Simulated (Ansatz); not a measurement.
**Na started on a Cl site in rocksalt NaCl, 64 atoms, charge +3**

Method: DFT, PBEsol, PAW, plane waves in Ansatz.

Command:

```sh
ansatz run in.yaml --threads 8 --pin off --max-ram 118750MiB --runs-dir r --events-out ev --progress --plain --backend cuda --devices 0,
```

The input less its lattice and atoms (starting moments on atoms near the defect: 1 μB in all):

```yaml
crystal:
  symmetry: { detect: false }
kpoints:
  mp_grid: { grid: [1, 1, 1], shift: [0.25, 0.25, 0.25] }
hamiltonian:
  xc: pbesol
total_charge: 3
magnetization:
  spin_polarized: true
scf:
  occupations: { method: fermi_dirac, width: 0.01 }
relax:
  f_tol: 0.03
  max_steps: 80
  escape_saddle: false
  adjacent_minimum: "off"
output:
  forces: true
  eigenvalues: true
  populations: true
  charged_corrections: { epsilon: 5.9 }
```

Start:

```xyz
64
Lattice="11.2000 0.0000 0.0000 0.0000 11.2000 0.0000 0.0000 0.0000 11.2000" Properties=species:S:1:pos:R:3 pbc="T T T"
Cl    2.7322    0.0483   11.1889
Cl    2.8327    0.0146    5.6034
Cl    2.7928    5.5900   11.1956
Cl    8.4136    0.0084    0.0216
Cl    8.3601    0.0673    5.6113
Cl    8.4110    5.6342    0.0136
Cl    8.3959    5.5972    5.5972
Cl    0.0107    2.7932   11.1843
Cl    0.0020    2.8065    5.5840
Cl   11.1842    8.3854    0.0119
Cl    0.0131    8.3896    5.5854
Cl    5.6022    2.7978   11.1765
Cl    5.5802    2.7993    5.5955
Cl    5.6155    8.4128    0.0072
Cl    5.6120    8.4153    5.5916
Cl   11.1703   11.1870    2.8085
Cl   11.1691    0.0032    8.3996
Cl   11.1992    5.5729    2.7907
Cl   11.1626    5.5687    8.3732
Cl    5.5794   11.1989    2.7957
Cl    5.5887    0.0080    8.3847
Cl    5.5832    5.5822    2.8046
Cl    5.6216    5.6180    8.3871
Cl    2.8050    2.8158    2.8070
Cl    2.7986    2.7862    8.3996
Cl    2.7769    8.4259    2.8072
Cl    2.8073    8.3880    8.4109
Cl    8.3766    2.7902    2.7779
Cl    8.4049    2.8105    8.3993
Cl    8.3679    8.4041    2.8120
Cl    8.4263    8.3722    8.3868
Na    2.7913    5.6187    5.5955
Na   11.1738   11.1949   11.1583
Na   11.1643    0.0037    5.6049
Na   11.1887    5.6270    0.0105
Na    0.0044    5.5750    5.6057
Na    5.6580    0.0299    0.0123
Na    5.5895    0.0047    5.5868
Na    5.6179    5.6217    0.0225
Na    5.6011    5.5927    5.6160
Na    2.7543    2.7924   11.1937
Na    2.8240    2.8055    5.6152
Na    2.8045    8.3999    0.0194
Na    2.7757    8.4129    5.6124
Na    8.3957    2.8094   11.1980
Na    8.3815    2.8008    5.5955
Na    8.3807    8.3992   11.1960
Na    8.3746    8.3781    5.5951
Na    2.7928    0.0066    2.7673
Na    2.8082    0.0105    8.4025
Na    2.8118    5.5785    2.7990
Na    2.8040    5.6165    8.4124
Na    8.4310   11.1958    2.8113
Na    8.3722    0.0422    8.4187
Na    8.3755    5.6084    2.7965
Na    8.3858    5.5701    8.4081
Na   11.1762    2.8135    2.8207
Na   11.1858    2.8239    8.4049
Na   11.1619    8.3888    2.7999
Na   11.1706    8.4084    8.3728
Na    5.6104    2.8426    2.8113
Na    5.6133    2.7905    8.4129
Na    5.5764    8.3851    2.8187
Na    5.5733    8.4054    8.3988
```

Steps:

| step | energy less the first (eV) | largest force component (eV/Å) |
| --- | --- | --- |
| start | 0.000 | 1.556 |
| 1 | -1.879 | 0.746 |
| 2 | -2.431 | 0.046 |
| 3 | -2.459 | 0.111 |
| 4 | -2.508 | 0.180 |
| 5 | -2.591 | 0.228 |
| 6 | -2.697 | 0.239 |
| 7 | -2.827 | 0.246 |
| 8 | -2.935 | 0.195 |
| 9 | -3.011 | 0.110 |
| 10 | -3.041 | 0.027 |
| 11 | -3.041 | 0.026 |
| 12 | -3.044 | 0.020 |
| 13 | -3.044 | 0.024 |

A structure on the way, about -2.43 eV from the start:

```
Cl Na
1.0
    11.20000    0.00000    0.00000
     0.00000   11.20000    0.00000
     0.00000    0.00000   11.20000
Cl Na
31 33
Direct
  0.24865 0.00073 0.00010
  0.25079 0.00110 0.50042
  0.24932 0.49997 0.99935
  0.74980 0.99998 0.99962
  0.74920 0.00088 0.49962
  0.74945 0.50049 0.00048
  0.74854 0.49986 0.49928
  0.00151 0.25212 0.00045
  0.01082 0.26098 0.49994
  0.00038 0.74868 0.00037
  0.01084 0.73817 0.49994
  0.49854 0.25114 0.99972
  0.48841 0.26166 0.50042
  0.49768 0.74863 0.99955
  0.48809 0.73910 0.49944
  0.00063 0.00079 0.25241
  0.00050 0.00009 0.74848
  0.01078 0.50045 0.26129
  0.01067 0.49971 0.73869
  0.49790 0.00060 0.25077
  0.49816 0.99963 0.74852
  0.48814 0.50046 0.26125
  0.48889 0.50018 0.73913
  0.24965 0.26140 0.26165
  0.24939 0.26129 0.73931
  0.24998 0.73887 0.26038
  0.24905 0.73859 0.73818
  0.74939 0.25220 0.25146
  0.74935 0.25186 0.74936
  0.74948 0.74935 0.25196
  0.74936 0.74840 0.74786
  0.24727 0.50288 0.49812
  0.99846 0.00006 0.99896
  0.99782 0.00044 0.50068
  0.99754 0.50134 0.00093
  0.96951 0.49927 0.50020
  0.50149 0.00069 0.00067
  0.50126 0.00037 0.49909
  0.50128 0.50000 0.00086
  0.52734 0.49998 0.50067
  0.24916 0.24816 0.99997
  0.25004 0.22229 0.50066
  0.24908 0.75178 0.00008
  0.24879 0.78048 0.49969
  0.74990 0.24962 0.00058
  0.74881 0.24823 0.50051
  0.74870 0.75060 0.99971
  0.74777 0.75111 0.49983
  0.24963 0.00012 0.24802
  0.24973 0.00105 0.75200
  0.24962 0.49962 0.22020
  0.24970 0.50011 0.77825
  0.75069 0.00035 0.24905
  0.74913 0.00128 0.75035
  0.74883 0.50108 0.24841
  0.74920 0.49944 0.75173
  0.99820 0.24994 0.24976
  0.99804 0.24963 0.75167
  0.99812 0.75179 0.24891
  0.99697 0.75146 0.75082
  0.50104 0.25008 0.24929
  0.50071 0.24846 0.75191
  0.50079 0.75171 0.24884
  0.49970 0.75108 0.75076
```

End:

```
Cl Na
1.0
    11.20000    0.00000    0.00000
     0.00000   11.20000    0.00000
     0.00000    0.00000   11.20000
Cl Na
31 33
Direct
  0.25101 0.99763 0.00258
  0.24910 0.01401 0.49970
  0.24943 0.50038 0.98598
  0.75125 0.99863 0.00189
  0.75190 0.99768 0.50166
  0.75219 0.49872 0.00290
  0.73545 0.50040 0.50005
  0.00257 0.24987 0.00339
  0.00505 0.25364 0.50248
  0.00300 0.74673 0.00276
  0.01471 0.73464 0.50350
  0.49958 0.25042 0.00132
  0.49375 0.25590 0.50079
  0.49984 0.74734 0.00253
  0.49598 0.74451 0.50192
  0.00314 0.99799 0.25377
  0.00208 0.99744 0.75072
  0.01492 0.49675 0.26558
  0.00469 0.49824 0.74725
  0.50008 0.99749 0.25270
  0.49893 0.99889 0.74960
  0.49655 0.49825 0.25538
  0.49349 0.49962 0.74416
  0.25175 0.25375 0.25572
  0.25006 0.25584 0.74443
  0.25277 0.73461 0.26541
  0.25117 0.74449 0.74662
  0.75266 0.24988 0.25323
  0.75061 0.25044 0.75023
  0.75205 0.74678 0.25364
  0.75182 0.74733 0.75053
  0.16427 0.58513 0.41479
  0.00024 0.99856 0.00178
  0.99896 0.00174 0.50254
  0.99924 0.49824 0.99877
  0.95455 0.48272 0.51819
  0.50200 0.99879 0.00135
  0.50424 0.00423 0.50090
  0.50450 0.49901 0.99608
  0.50879 0.49906 0.50086
  0.25108 0.24533 0.99614
  0.25054 0.24066 0.50125
  0.25166 0.75055 0.99848
  0.26683 0.79492 0.51751
  0.75100 0.24773 0.00166
  0.74545 0.24536 0.50173
  0.75096 0.74964 0.00161
  0.74781 0.75058 0.50234
  0.25187 0.00179 0.24961
  0.25028 0.00422 0.75492
  0.26746 0.48285 0.20508
  0.25014 0.49901 0.75932
  0.75117 0.99860 0.25089
  0.75066 0.99880 0.75264
  0.74808 0.49826 0.24993
  0.74538 0.49902 0.75520
  0.00111 0.24473 0.25183
  0.99981 0.24620 0.75448
  0.99474 0.75533 0.24544
  0.00021 0.74896 0.75572
  0.50377 0.24622 0.25050
  0.50094 0.24862 0.75167
  0.50502 0.74901 0.25092
  0.50329 0.74969 0.75401
```

Self-consistency was reached.

Time: 25 s of wall time on one NVIDIA GB300 with 8 processor threads, on a host shared with other runs; peak host memory 2 GiB.

(1) How much energy did the relaxation gain, and which atom moved most?

The moment started at 1 μB and ended at 0.9 μB; no other spin state is shown. The one k point has no symmetry partners, which can distort the end along one axis.

Answers

(1) 3.04 eV in 13 steps, from a start with small random displacements; atom 32 (Na) moved 1.64 Å, the median atom 0.07 Å (drift of the whole cell removed).
